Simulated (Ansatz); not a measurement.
MgF2 (rutile type), DFT, PBE, PAW with Ansatz's default frozen-core files, scalar-relativistic (Ansatz 0.2.0), on 2 threads of Intel(R) Xeon(R) Processor @ 2.50GHz (Skylake/Cascade Lake) (shared host).

Command: `ansatz run input.yaml --threads 2 --pin off --max-ram 5120MiB --backend cpu --events-out ev --progress --plain --runs-dir out`

```yaml
crystal:
  lattice:
    - [4.3389283147, 0.0, 0.0]
    - [0.0, 4.3389283147, 0.0]
    - [0.0, 0.0, 2.9003393022]
  atoms:
    - { symbol: Mg, position: [0.0, 0.0, 0.0] }
    - { symbol: Mg, position: [0.5, 0.5, 0.5] }
    - { symbol: F, position: [0.3010907049, 0.3010907049, 0.0] }
    - { symbol: F, position: [0.6989092951, 0.6989092951, 0.0] }
    - { symbol: F, position: [0.8010907049, 0.1989092951, 0.5] }
    - { symbol: F, position: [0.1989092951, 0.8010907049, 0.5] }
kpoints:
  mp_grid: { grid: [7, 7, 10] }
  band_path:
    path:
      - [0.0, 0.0, 0.0]
      - [0.0, 0.5, 0.0]
      - [0.5, 0.5, 0.0]
      - [0.0, 0.0, 0.0]
      - [0.0, 0.0, 0.5]
      - [0.0, 0.5, 0.5]
      - [0.5, 0.5, 0.5]
      - [0.0, 0.0, 0.5]
      - [0.0, 0.5, 0.0]
    npoints: 8
scf:
  occupations: { method: fermi_dirac, width: 0.1 }
hamiltonian:
  xc: pbe
  pseudopotentials: { kind: paw }
output:
  forces: true
  stress: true
  eigenvalues: true
  populations: true
  dos: { projected: true, de: 0.2, e_range: [-14, 8] }
```

Q: How large is the problem that the program sets up?

A: 60 irreducible k-points, 1065 plane waves at Γ, 30 bands.

Q: About how long does it take?

A: 6.7 s of wall time for 6 SCF iterations. Times on shared machines scatter by tens of per cent.
